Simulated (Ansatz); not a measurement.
# GaAs (F-43m) in Ansatz: elastic constants with RPBE+D3(BJ)+ATM

Aim: the elastic constants of GaAs with RPBE+D3(BJ)+ATM.

All numbers are computed with Ansatz 0.2.0; they aren't measurements. Logs are shortened: lines on timing, memory, paths and dates and some standing lists are left out, and cuts for length are marked.

**Measured values to compare with.**

From “Evidence of valence band perturbations in GaAsN/GaAs(001): A combined variable-angle spectroscopic ellipsometry and modulated photoreflectance investigation”, 2008, arxiv:0805.2212, for a bulk crystal of GaAs at 300 K: band gap 1.412 ± 0.01 eV (direct).

How close the calculation comes is told below.

## 1. The crystal as given

It takes space group F-43m (No. 216, cubic). Conventional cell: a = 5.654 Å, b = 5.654 Å, c = 5.654 Å, α = 90.00°, β = 90.00°, γ = 90.00°. As (site symmetry -43m) is surrounded by 4 Ga at 2.45 Å. Ga (site symmetry -43m) is surrounded by 4 As at 2.45 Å.

## 2. Elastic constants, RPBE+D3(BJ)+ATM

File input.yaml:

```yaml
crystal:
  lattice: { a: 5.6537, b: 5.6537, c: 5.6537, alpha: 90.0, beta: 90.0, gamma: 90.0 }
  space_group: 216
  setting: { hermann_mauguin: F-43m }
  reduce_to_primitive: true
  atoms:
    - { symbol: As, position: [0.25, 0.25, 0.25] }
    - { symbol: Ga, position: [0.0, 0.0, 0.0] }
kpoints:
  mp_grid: { grid: [6, 6, 6] }
scf:
  occupations: { method: fermi_dirac, width: 0.01 }
hamiltonian:
  xc: rpbe
  dispersion: d3bjatm
  pseudopotentials: { kind: all_electron, lapw: { basis_error: 0.001 } }
output:
  forces: true
  stress: true
elastic:
  mode: clamped_ion
  stencil: two_point
```

Potentials or basis: all-electron LAPW, scalar-relativistic.

On the command line:

```
> ansatz run input.yaml --threads 1 --pin off --max-ram 2560MiB --backend cpu --events-out ev --progress --plain --runs-dir out
```

Output:

```text
Warning: RAYON_NUM_THREADS=1 ignored (pool sized by the plan → 1); use --threads N
crystal.space_group: 216 is read as F-43m: the typed cell holds As4Ga4 (As 4c, Ga 4a). Least distances (Å): As–As 3.998, As–Ga 2.448, Ga–Ga 3.998
crystal.space_group generates its sites in this order, which a site index counts, at these fractional coordinates of the primitive cell where crystal.reduce_to_primitive is true, and else of the cell that is read (crystal.supercell repeats the list replica by replica, and crystal.defects acts on that): 0: As [0.250000, 0.250000, 0.250000]; 1: Ga [0.000000, 0.000000, 0.000000];
LAPW: plane waves up to 9.457 Å⁻¹, error target 1.0e-3 eV per atom; small_component_spin mean_spin; Ga in spheres of 1.196 Å, 21 of its electrons in bands, Dirac shells []; As in spheres of 1.179 Å, 23 of its electrons in bands, Dirac shells [] (how accurate: hamiltonian.pseudopotentials.lapw.basis_error, Limitations)
Engine: ansatz 0.2.0, x86_64-unknown-linux-gnu
Pseudopotentials: kind: all_electron
Pseudopotential: As, LAPW, valence charge 23, lapw/all_electron/scalar/gaussian/As, Koelling and Harmon's equation, gaussian nucleus
Pseudopotential: Ga, LAPW, valence charge 21, lapw/all_electron/scalar/gaussian/Ga, Koelling and Harmon's equation, gaussian nucleus
Functional definition: RPBE
  parameter kappa = 0.804
  parameter beta = 0.06672455060314922
  exchange = rpbe_x(kappa = kappa, mu = beta*pi^2/3)
  correlation = pbe_c(beta = beta)
Crystal: 2 atoms, lattice volume = 45.179 Å³
Basis set: ecut = 340.7256301899915 eV, 645 PW (Γ), exchange–correlation at level 2
Bands: 27, of which v1, the nominal top of the filled ones, is band 22 counted from 1 (21 counted from 0)
Symmetry: 24 space group operations
Space group: F-43m (ITA 216), of the structure as read, at distance tolerance 3.6e-5 Å
k-points: 16 of 216 (time reversal used)
Non-local potential: As, projectors of the file, none
Non-local potential: Ga, projectors of the file, none
Initial density: superposition of atomic densities (chi_scale 0.1, normalization cell, long waves kept (reshape's long-wave potential 0.00 eV rms))
Initial wavefunctions: plane waves of lowest kinetic energy (no species holds an atomic orbital)
Functional: x = rpbe, c = pbe(β = 0.06672455060314922)
iter 1 solved again at ethr=1.41e-3 eV; its pass at ethr=1.00e-1 eV (dr2=6.18e-1 eV) is discarded
SCF iter   1: F=—  HF=-114438.743559 eV  |F-HF|=—  |Δ(HF+E_count)|=         —  Δρ=3.16e-2  dr2=6.20e-1  ethr=1.41e-3  ⟨swp⟩=2.1  Hψ=2665  notcnv=0
preconditioner: auto → none  [insulator: Δε(μ)=0.789 eV  Ē_g=15.946 eV  σ=0.010 eV  W_gap=1.00  n_scr=14 (ndim 8)  ℏωp=23.4 eV  f_vac=0.115  D(μ)=0.00/eV (n_scr^D=0)  ε∞_Penn≈3.2]
[... 88 lines left out ...]
  Σ components = -114438.608467   (vs F -114438.608467, Δ=0.00e0)
  Basis errors (estimates in eV, not in F): energy 4.4e-4 per atom: plane waves 4.0e-4 (2.4e-4 summed), levels above the bands 0.0e0, relativity 4.5e-8, radial functions 3.7e-5, core shells 4.7e-11; eigenvalues (radial functions only) 4.2e-7; not estimated: angular momenta, meshes, grids; target (lapw.basis_error) 1.0e-3; muffin-tin radii Ga 1.196 Å, As 1.179 Å
--- Forces (eV/Å), atoms counted from 1 ---
  atom   1  As     0.00000000    -0.00000000     0.00000000
  atom   2  Ga    -0.00000000     0.00000000    -0.00000000
  max |Σ_I F_I| component: 5.20e-18 eV/Å
--- Stress (GPa, compression-positive) ---
       -5.515574      -0.000000      -0.000000
       -0.000000      -5.515574      -0.000000
       -0.000000      -0.000000      -5.515574
  P = ⅓ Tr σ = -5.5156 GPa (-55.156 kbar)
--- Band table (eV; the first three rows and the last of 16) ---
  k-point 0: bands = ["-175.3849", "-134.2928", "-118.6633", "-118.6633", "-118.6633", "-84.9399", "-84.9399", "-84.9399", "-25.6375", "-25.6375", "-25.6375", "-25.6281", "-25.6281", "-5.3031", "-5.3031", "-5.3031", "-5.2251", "-5.2251", "-3.2209", "9.4670", "9.4670", "9.4670", "10.1176", "13.2314", "13.2314", "13.2314", "17.2853"]
  k-point 1: bands = ["-175.3849", "-134.2928", "-118.6633", "-118.6633", "-118.6633", "-84.9399", "-84.9399", "-84.9399", "-25.6374", "-25.6372", "-25.6372", "-25.6281", "-25.6281", "-5.3258", "-5.2971", "-5.2971", "-5.2253", "-5.2253", "-2.9007", "6.7996", "9.0885", "9.0885", "11.1908", "13.7778", "13.7778", "14.2304", "18.5529"]
  k-point 2: bands = ["-175.3849", "-134.2928", "-118.6633", "-118.6633", "-118.6633", "-84.9399", "-84.9399", "-84.9399", "-25.6373", "-25.6368", "-25.6368", "-25.6279", "-25.6279", "-5.3654", "-5.2872", "-5.2872", "-5.2235", "-5.2235", "-2.0750", "4.1342", "8.5437", "8.5437", "10.7823", "14.2004", "14.2004", "16.8401", "18.4137"]
  k-point 15: bands = ["-175.3849", "-134.2928", "-118.6633", "-118.6633", "-118.6633", "-84.9399", "-84.9399", "-84.9399", "-25.6377", "-25.6363", "-25.6357", "-25.6283", "-25.6274", "-5.4058", "-5.2665", "-5.2582", "-5.2394", "-5.2183", "-0.6789", "2.8279", "6.1484", "6.2931", "12.8303", "12.9876", "16.6545", "16.9586", "20.6053"]
--- Elastic constants: 2 strain directions × 2 members + reference (group order 24) ---
  dense FFT box of the reference and of every strained cell: 30×30×30
  strains applied: 11, 23; error gains: componentwise 1.00 (the most a stress slope's error grows in a printed constant), spectral 1.73 (1 for all six strains in a standard setting)
  pairwise dispersion correction: d3bjatm (s6 = 1.0, s8 = 0.8318, s9 = 1.0, a1 = 0.182, a2_bohr = 4.0094), with the weights of each atom's references fixed at the reference crystal's, and the forces and stress that the weights' published response gives there kept as a pressure on the atom's counted neighbours (hamiltonian.dispersion)
  C = ∂σ_k/∂η_j (tension-positive GPa; Voigt order 11 22 33 23 13 12):
        93.587     36.891     36.891      0.000      0.000      0.000
        36.891     93.587     36.891      0.000     -0.000     -0.000
        36.891     36.891     93.587     -0.000     -0.000      0.000
        -0.000     -0.000     -0.000     77.956     -0.000     -0.000
         0.000      0.000      0.000      0.000     77.956      0.000
         0.000     -0.000     -0.000     -0.000      0.000     77.956
  reference stress σ⁰ (GPa):      5.516      5.516      5.516      0.000      0.000      0.000
  no Pulay correction (none for the plane-wave cutoff is built on LAPW): the batch's stresses and constants are at fixed plane waves
  C* (energy form; C + prestress term) asymmetry max|C*_kj − C*_jk| = 1.421e-14 GPa — a small one proves nothing (zero by symmetry where the batch's group is 432, −43m or m−3m); a large one is finite-difference/SCF noise where every solve meets its electron count
  moduli (Voigt/Reuss/Hill, GPa): K = 55.79/55.79/55.79   G = 58.11/45.86/51.98   E = 118.99   ν = 0.145
  mechanically stable: yes (min eigenvalue of sym C = 56.70 GPa)
  where every solve meets its electron count the energy-path curvature estimates C_jj along a normal strain and C_jj − ¼(σ⁰_aa + σ⁰_bb) along a shear (ab), closely only under elastic.basis: deformed
  strain η (Voigt 11):  stress-route row diagonal C_11 = 93.59 GPa, energy-path curvature d²(F+E_count)/dδ²/Ω₀ = 93.59 GPa
         δ    σ_11 (GPa)             F (eV)   n_scf  n_hpsi   n_pw
    -2.000e-3       5.3281     -114438.6115243       8   24971    656
     2.000e-3       5.7025     -114438.6053032       8   24951    656
  strain η (Voigt 23):  stress-route row diagonal C_44 = 77.96 GPa, energy-path curvature d²(F+E_count)/dδ²/Ω₀ = 75.20 GPa
         δ    σ_23 (GPa)             F (eV)   n_scf  n_hpsi   n_pw
    -2.000e-3      -0.1559     -114438.6084241       9   41020    656
     2.000e-3       0.1559     -114438.6084241       9   41040    656
```

elastic.tsv:

```text
# convention: tension-positive GPa; Voigt order 11 22 33 23 13 12; engineering shear strains; stresses and constants hold the Pulay correction, whose part of sigma0, of c and of each member's stress the lines and columns named pulay_correction_..._gpa give (of c_energy it is that of c and, on the columns of strains 1 to 3, that of sigma0; of a layer's constants it is that of c in the plane, times a tenth of its plane spacing in ang); where a line pulay_correction_withheld stands none holds it
[... 17 lines left out ...]
6	2.0663621304e-15	-2.5668819338e-15	-2.1118818443e-15	-3.4585916523e-21	2.3365767481e-21	7.7955670129e1	2.4485204756e-15	-2.1847235885e-15	-1.7297234991e-15	-3.4585916523e-21	2.3365767481e-21	7.7955670129e1	nan	nan	nan	nan	nan	nan
```

Run time: 67 s. Hardware: 1 thread of Intel Xeon Platinum 8488C (Sapphire Rapids), shared host; peak memory 0.4 GiB.

What came out:

| Item | Value |
| --- | --- |
| Free energy | -114438.6085 eV |
| Pressure | -5.5 GPa |
| Band gap on the k mesh | 0.65 eV, direct |
| Clamped-ion elastic constants C11, C12, C44 | 94, 37, 78 GPa |
| Voigt bulk modulus | 56 GPa |

Elastic tensor in Voigt notation (GPa, ions clamped, in the Cartesian axes of the cell as first typed):
```
94 37 37  0  0  0
37 94 37  0  0  0
37 37 94  0  0  0
 0  0  0 78  0  0
 0  0  0  0 78  0
 0  0  0  0  0 78
```

Caveat: the cell is more than 3 GPa from zero pressure, which shifts response properties.

## 3. Comparison with measurements

Step 2. Against the measured gap of GaAs, 1.412 eV (direct; 300 K; “Evidence of valence band perturbations in GaAsN/GaAs(001): A combined variable-angle spectroscopic ellipsometry and modulated photoreflectance investigation”, 2008, arxiv:0805.2212), the calculated 0.65 eV is off by -0.76 eV. 3 values of this kind are on record (1.412 to 1.51 eV); this one was drawn at random among those near their median, those with a stated uncertainty first. Spin-orbit coupling on As, Ga is left out. The value is that of RPBE+D3(BJ)+ATM on a finite k mesh, which can miss the band edges, without temperature or zero-point motion. Semilocal functionals fall short of measured gaps as a rule.
